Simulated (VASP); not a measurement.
Crystal: Ti.

```
CELL_PARAMETERS angstrom
4.56737 0.00000 0.00000
-2.28369 3.95546 0.00000
0.00000 0.00000 2.82624
ATOMIC_POSITIONS crystal
Ti 0.66667 0.33333 0.50000
Ti 0.33333 0.66667 0.50000
Ti 0.00000 0.00000 0.00000
```

This isn't the form of Ti at room conditions, which is hcp.

- Program: VASP 6.6.1
- Task: single point
- Functional: PBE
- Potentials or basis: VASP PAW PBE potentials, release 64 (Ti_sv)
- Cutoff: 520 eV
- k mesh: 7 × 7 × 9
- Occupations: fermi-dirac, width 0.05 eV
- Spin: no spin polarisation

On this cell: pressure 0.6 GPa; largest force under 0.003 eV/Å; band gap on the k mesh none (metal or under the smearing width).

The same run follows on a disturbed copy (atoms moved at random, drawn with an rms of 0.05 Å):

```xyz
3
Lattice="4.5674 0.0000 0.0000 -2.2837 3.9555 0.0000 0.0000 0.0000 2.8262" Properties=species:S:1:pos:R:3 pbc="T T T"
Ti    2.2844    1.3199    1.4254
Ti    0.0190    2.6552    1.3569
Ti    0.0164    0.0211    0.0092
```

Q: What changes?

A: The energy (extrapolated to zero smearing) moves by +2.6 meV/atom; pressure 0.6 GPa; largest force 0.205 eV/Å; band gap on the k mesh none (metal or under the smearing width).

Forces in eV/Å, atoms in the order of the input:
```
Ti   0.068  0.071 -0.020
Ti  -0.048 -0.041  0.195
Ti  -0.020 -0.030 -0.175
```
